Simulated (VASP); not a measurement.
# GaP (F-43m) in VASP: further runs

The runs below take GaP through G0W0 quasiparticle levels, with PBE.

Everything below comes from runs of VASP 6.6.1. Logs are shortened: lines on timing, memory, paths and dates and some standing lists are left out, and cuts for length are marked.

### Step 1. Starting point

Symmetry: F-43m, No. 216, cubic system. Conventional cell: a = 5.451 Å, b = 5.451 Å, c = 5.451 Å, α = 90.00°, β = 90.00°, γ = 90.00°. Around Ga (site symmetry -43m) lie 4 P at 2.36 Å. Around P (site symmetry -43m) lie 4 Ga at 2.36 Å.

### Step 2. G0W0 quasiparticle levels, PBE

POSCAR reads:

```
GaP
1.0
    0.0000000000      2.7252500000      2.7252500000
    2.7252500000      0.0000000000      2.7252500000
    2.7252500000      2.7252500000      0.0000000000
Ga P
1 1
Direct
    0.0000000000      0.0000000000      0.0000000000
    0.7500000000      0.7500000000      0.7500000000
```

INCAR.step1 reads:

```
PREC = Accurate ; ENCUT = 450
EDIFF = 1E-8 ; ISMEAR = 0
SIGMA = 0.01 ; LREAL = False
LASPH = True ; NELM = 100
ALGO = Fast ; LWAVE = True
LCHARG = False ; GGA = PE
```

INCAR.step2 reads:

```
PREC = Accurate ; ENCUT = 450
EDIFF = 1E-8 ; ISMEAR = 0
SIGMA = 0.01 ; LREAL = False
LASPH = True ; NELM = 1
ALGO = Exact ; LWAVE = True
LCHARG = False ; GGA = PE
NBANDS = 106 ; LOPTICS = True
ISTART = 1
```

INCAR.step3 reads:

```
PREC = Accurate ; ENCUT = 450
EDIFF = 1E-8 ; ISMEAR = 0
SIGMA = 0.01 ; LREAL = False
LASPH = True ; ALGO = EVGW0
LWAVE = False ; LCHARG = False
GGA = PE ; NELMGW = 1
NBANDS = 106 ; ENCUTGW = 50
NOMEGA = 48 ; PRECFOCK = Fast
ISTART = 1 ; NBANDSGW = 17
```

KPOINTS reads:

```
Automatic mesh
0
Gamma
  3 3 3
```

Potentials or basis: VASP PAW PBE potentials, release 64 (Ga_d_GW, P_GW).

Command:

```console
> cat potpaw_PBE.64/Ga_d_GW/POTCAR potpaw_PBE.64/P_GW/POTCAR > POTCAR
> cp INCAR.step1 INCAR
> mpirun -np 1 vasp_std > vasp.out
> cp INCAR.step2 INCAR
> mpirun -np 1 vasp_std > vasp.out
> cp INCAR.step3 INCAR
> mpirun -np 1 vasp_std > vasp.out
```

OUTCAR:

```text
PREC = Accurate
   ENCUT = 450
   EDIFF = 1E-8
   ISMEAR = 0
   LREAL = False
   LASPH = True
   GGA = PE
   NELMGW = 1
   ENCUTGW = 50
   PRECFOCK = Fast
   ISTART = 1

 Found      4 irreducible k-points:

 Following reciprocal coordinates:
            Coordinates               Weight
  0.000000  0.000000  0.000000      1.000000
  0.333333  0.000000  0.000000      8.000000
  0.333333  0.333333  0.000000      6.000000
 -0.333333  0.333333  0.000000     12.000000
   k-points           NKPTS =      4   k-points in BZ     NKDIM =     27   number of bands    NBANDS=    106
   number of dos      NEDOS =    301   number of ions     NIONS =      2
   total plane-waves  NPLWV =  21952
   dimension x,y,z NGX =    28 NGY =   28 NGZ =   28
   dimension x,y,z NGXF=    56 NGYF=   56 NGZF=   56
   ions per type =               1   1
   NGX,Y,Z   is equivalent  to a cutoff of  12.08, 12.08, 12.08 a.u.
   NGXF,Y,Z  is equivalent  to a cutoff of  24.16, 24.16, 24.16 a.u.
 SYSTEM =  unknown system
   PREC   = accura    normal or accurate (medium, high low for compatibility)
   ISTART =      1    job   : 0-new  1-cont  2-samecut
   ICHARG =      0    charge: 1-file 2-atom 10-const
   ISPIN  =      1    spin polarized calculation?
   LNONCOLLINEAR =      F non collinear calculations
   LSORBIT =      F    spin-orbit coupling
   LASPH  =      T    aspherical Exc in radial PAW
   ENCUT  =  450.0 eV  33.07 Ry    5.75 a.u.   6.67  6.67  6.67*2*pi/ulx,y,z
   NELM   =     60;   NELMIN=  2; NELMDL=  0     # of ELM steps
   EDIFF  = 0.1E-07   stopping-criterion for ELM
   LREAL  =      F    real-space projection
   EDIFFG = 0.1E-06   stopping-criterion for IOM
   NSW    =      0    number of steps for IOM
   IBRION =     -1    ionic relax: 0-MD 1-quasi-New 2-CG
   NFREE  =      0    steps in history (QN), initial steepest desc. (CG)
   ISIF   =      0    stress and relaxation
   ISYM   =      3    0-nonsym 1-usesym 2-fastsym
   POTIM  = 0.5000    time-step for ionic-motion
   TEBEG  =    0.0;   TEEND  =   0.0 temperature during run
   PSTRESS=    0.0 pullay stress
   NELECT =      18.0000    total number of electrons
   NUPDOWN=      -1.0000    fix difference up-down
   EMIN   =  10.00;   EMAX   =-10.00  energy-range for DOS
   EFERMI =   0.00;   METHOD = LEGACY
   ISMEAR =     0;   SIGMA  =   0.01  broadening in eV -4-tet -1-fermi 0-gaus
   EFERMI_NEDOS =   21; number of points for ismear=-14 and -15
   IALGO  =     38    algorithm
   IMIX   =      4    mixing-type and parameters
     AMIX     =   0.40;   BMIX     =  1.00
     AMIX_MAG =   1.60;   BMIX_MAG =  1.00
  volume/ion in A,a.u.               =      20.24       136.59
  Fermi-wavevector in a.u.,A,eV,Ry     =   1.249538  2.361284 21.243377  1.561344
  Thomas-Fermi vector in A             =   2.383574
   LORBIT       =      0    0 simple, 1 ext, 2 COOP (PROOUT), +10 PAW based schemes
   GGA     = PE    functional components
   LHFCALC =     T    Hartree Fock is set to
   PRECFOCK=fast      Normal, Fast or Accurate (Low or Medium for compatibility)
   ENCUT4O =  -1.0   cutoff for four orbital integrals eV
   NKREDX  =     1    reduce k-point grid by
   NKREDY  =     1    reduce k-point grid by
   NKREDZ  =     1    reduce k-point grid by
   AEXX    =    1.0000 exact exchange contribution
   HFSCREEN=    0.0000 screening length (either q_TF or 0.3 A-1)
   HFSCREENC=   0.0000 screening length for correlation (either q_TF or 0.3 A-1)
   ENCUTFOCK=  -1.0 apply spherical cutoff to Coloumb kernel
   IVDW    =     0    specifies the selected vdW correction
   LEPSILON=     F    determine dielectric tensor
   LRPA    =     F    only Hartree local field effects (RPA)
   LRPAFORCE           =     F    calculate RPA forces
   ENCUTGW             =  50.0    cutoff for response function in eV
   ENCUTGWSOFT         =  40.0    soft cutoff for Coulomb kernel in GW response function in eV
   ENCUTLF             =  -1.0    cutoff for local field effects
   NELMGW              =     1    number of iterations in solving QP/BSE equation
   NELMHF              =     1    number of iterations in the inner HF iteration
   NKREDLFX            =     1    NKREDLFY  =   1   NKREDLFZ  =   1
 non-spin polarized calculation
 Gauss-broadening in eV      SIGMA  =   0.01
  energy-cutoff  :      450.00
  volume of cell :       40.48
 maximum number of plane-waves:       893
 NGX is ok and might be reduce to    28
  NGX = 16; NGY = 16; NGZ = 16
   NGX = 13   NGY = 13   NGZ = 13
 maximum number of plane-waves:        34
 NGX is ok and might be reduce to    10

 QP shifts <psi_nk| G(iteration)W_0 |psi_nk>: iteration 1
 for sc-GW calculations column KS-energies equals QP-energies in previous step
 and V_xc(KS)=  KS-energies - (<T + V_ion + V_H > + <T+V_H+V_ion>^1  + <V_x>^1)

 k-point   1 :       0.0000    0.0000    0.0000
  band No.  KS-energies  QP-energies   sigma(KS)   V_xc(KS)     V^pw_x(r,r')   Z            occupation Imag(sigma)

      1     -10.1855     -13.7773     -26.8547     -21.6845     -35.0252       0.6947       2.0000       0.2587
      2     -10.1855     -13.7773     -26.8547     -21.6845     -35.0252       0.6947       2.0000       0.2587
      3     -10.1855     -13.7773     -26.8547     -21.6845     -35.0252       0.6947       2.0000       0.2587
      4     -10.0899     -13.7220     -27.0239     -21.8031     -35.1436       0.6957       2.0000       0.2221
      5     -10.0899     -13.7220     -27.0239     -21.8031     -35.1436       0.6957       2.0000       0.2221
      6      -8.0299      -8.2651     -11.6843     -11.3535     -18.6291       0.7110       2.0000       1.2170
      7       4.4833       4.2815     -12.8906     -12.6301     -14.9712       0.7745       2.0000       0.0785
      8       4.4833       4.2815     -12.8906     -12.6301     -14.9712       0.7745       2.0000       0.0785
      9       4.4833       4.2815     -12.8906     -12.6301     -14.9712       0.7745       2.0000       0.0785
     10       6.2848       6.9696     -10.7401     -11.6252      -6.5342       0.7737       0.0000      -0.0825
     11       8.2906       8.6761      -9.9712     -10.4684      -5.6678       0.7754       0.0000      -0.0993
     12       8.2906       8.6761      -9.9712     -10.4684      -5.6678       0.7754       0.0000      -0.0993
     13       8.2906       8.6761      -9.9712     -10.4684      -5.6678       0.7754       0.0000      -0.0993
     14      13.2717      13.2335      -8.1834      -8.1362      -2.6484       0.8100       0.0000      -0.3821
     15      14.1509      14.5558     -10.2944     -10.8284      -4.9890       0.7583       0.0000      -0.2529
     16      14.1509      14.5558     -10.2944     -10.8284      -4.9890       0.7583       0.0000      -0.2529
     17      16.8528      16.7120      -8.3477      -8.1664      -2.3911       0.7768       0.0000      -0.5266

 k-point   2 :       0.3333    0.0000    0.0000
  band No.  KS-energies  QP-energies   sigma(KS)   V_xc(KS)     V^pw_x(r,r')   Z            occupation Imag(sigma)

      1     -10.2449     -13.7304     -26.4249     -21.4019     -34.6068       0.6939       2.0000       0.2901
      2     -10.1656     -13.7747     -26.9005     -21.7194     -35.0663       0.6966       2.0000       0.2569
      3     -10.1656     -13.7747     -26.9005     -21.7194     -35.0663       0.6966       2.0000       0.2569
      4     -10.0862     -13.7380     -27.0333     -21.8122     -35.1585       0.6994       2.0000       0.2213
      5     -10.0862     -13.7380     -27.0333     -21.8122     -35.1585       0.6994       2.0000       0.2213
      6      -6.7233      -6.9903     -12.3370     -11.9516     -18.9041       0.6928       2.0000       0.9438
      7      -0.7647      -1.1128     -11.7376     -11.2693     -15.1325       0.7433       2.0000       0.2392
      8       3.5625       3.3214     -12.4660     -12.1517     -14.7010       0.7671       2.0000       0.0865
      9       3.5625       3.3214     -12.4660     -12.1517     -14.7010       0.7671       2.0000       0.0865
     10       6.3359       6.8026     -10.2274     -10.8296      -6.1354       0.7750       0.0000      -0.0800
     11       9.2226       9.5588      -9.9768     -10.4123      -5.4397       0.7718       0.0000      -0.1278
     12       9.2226       9.5588      -9.9768     -10.4123      -5.4397       0.7718       0.0000      -0.1278
     13      12.0715      12.3628      -9.9702     -10.3569      -4.7440       0.7533       0.0000      -0.2288
     14      14.0318      14.3196      -9.9513     -10.3306      -4.5532       0.7585       0.0000      -0.2996
     15      14.0318      14.3196      -9.9513     -10.3306      -4.5532       0.7585       0.0000      -0.2996
     16      14.1473      14.0546      -8.2702      -8.1523      -2.6893       0.7866       0.0000      -0.3781
     17      19.2487      19.4360      -9.4571      -9.7041      -3.0812       0.7584       0.0000      -0.7196

 k-point   3 :       0.3333    0.3333    0.0000
  band No.  KS-energies  QP-energies   sigma(KS)   V_xc(KS)     V^pw_x(r,r')   Z            occupation Imag(sigma)

      1     -10.2749     -13.7250     -26.3747     -21.3727     -34.5686       0.6897       2.0000       0.2939
      2     -10.1380     -13.7847     -26.9828     -21.7800     -35.1478       0.7009       2.0000       0.2539
      3     -10.1380     -13.7847     -26.9828     -21.7800     -35.1478       0.7009       2.0000       0.2539
      4     -10.1153     -13.7112     -26.9236     -21.7282     -35.0419       0.6921       2.0000       0.2252
      5     -10.0738     -13.7479     -27.0582     -21.8336     -35.1855       0.7032       2.0000       0.2180
      6      -6.2578      -6.5191     -12.3889     -12.0133     -18.7791       0.6957       2.0000       0.8683
      7      -0.5863      -0.8419     -12.2840     -11.9412     -15.7009       0.7456       2.0000       0.2245
      8       2.2302       1.9044     -11.9208     -11.4908     -14.4365       0.7576       2.0000       0.1086
      9       2.2302       1.9044     -11.9208     -11.4908     -14.4365       0.7576       2.0000       0.1086
     10       6.1811       6.3295      -9.4685      -9.6578      -5.4541       0.7836       0.0000      -0.0795
     11       7.3446       7.4912      -9.5188      -9.7074      -5.2294       0.7774       0.0000      -0.0942
     12      12.6311      13.1481     -10.6707     -11.3601      -5.3518       0.7500       0.0000      -0.2652
     13      12.6311      13.1481     -10.6707     -11.3601      -5.3518       0.7500       0.0000      -0.2652
     14      13.5719      14.0213     -10.3407     -10.9293      -4.9233       0.7634       0.0000      -0.3018
     15      15.7571      16.2329     -10.1761     -10.8077      -4.4624       0.7533       0.0000      -0.3785
     16      18.8867      19.0477      -9.1819      -9.3929      -2.9341       0.7628       0.0000      -0.6691
     17      19.8687      20.2402     -10.5178     -11.0084      -3.9445       0.7571       0.0000      -0.8942

 k-point   4 :      -0.3333    0.3333    0.0000
  band No.  KS-energies  QP-energies   sigma(KS)   V_xc(KS)     V^pw_x(r,r')   Z            occupation Imag(sigma)

      1     -10.2739     -13.7169     -26.3240     -21.3467     -34.5251       0.6917       2.0000       0.3005
      2     -10.1480     -13.7782     -26.9420     -21.7434     -35.0963       0.6983       2.0000       0.2506
      3     -10.1366     -13.7909     -26.9831     -21.7834     -35.1500       0.7028       2.0000       0.2542
      4     -10.1004     -13.7254     -26.9859     -21.7746     -35.1095       0.6956       2.0000       0.2227
      5     -10.0831     -13.7456     -27.0311     -21.8123     -35.1572       0.7018       2.0000       0.2192
      6      -5.2808      -5.5541     -13.0307     -12.6406     -19.1783       0.7006       2.0000       0.7376
      7      -1.9137      -2.2130     -11.8010     -11.3884     -15.6658       0.7254       2.0000       0.2884
      8       0.3988      -0.0550     -11.0970     -10.4960     -13.8195       0.7551       2.0000       0.1718
      9       2.5109       2.2069     -12.0423     -11.6426     -14.4901       0.7604       2.0000       0.1027
     10       6.9342       7.1192      -9.5849      -9.8224      -5.3961       0.7791       0.0000      -0.0885
     11      10.4196      10.9460     -10.4294     -11.1213      -5.5657       0.7608       0.0000      -0.1741
     12      11.7636      12.2217     -10.2312     -10.8360      -5.0323       0.7574       0.0000      -0.2328
     13      12.1578      12.3681     -10.1003     -10.3740      -5.2711       0.7687       0.0000      -0.2014
     14      13.0498      13.3800     -10.0716     -10.5078      -4.4507       0.7572       0.0000      -0.3247
     15      13.9729      14.2468     -10.0360     -10.3930      -4.7395       0.7670       0.0000      -0.2949
     16      19.4742      19.5868      -9.0485      -9.1973      -2.7823       0.7567       0.0000      -0.6692
     17      20.2154      20.6118     -10.1126     -10.6356      -3.3956       0.7580       0.0000      -0.8882
```

Wall time 29 s (1 thread of Intel Xeon 6975P-C (Granite Rapids), shared host); peak memory 0.23 GiB.

These settings aren't checked as converged: the numbers below hold their error.

What came out:

```
Band gap on the k mesh, mean-field level : 1.70 eV, indirect (least direct gap 1.80 eV)
Quasiparticle gap                        : 2.05 eV
Least direct quasiparticle gap           : 2.69 eV
```

Caveat: the k mesh is coarse (spacing up to 0.67 Å⁻¹), so the values aren't converged; bands, screening cutoff and mesh are small and nothing is extrapolated, so the quasiparticle values aren't converged; an odd mesh through Γ misses points on the zone boundary, where band edges often lie.

[end of part 1 of 3]
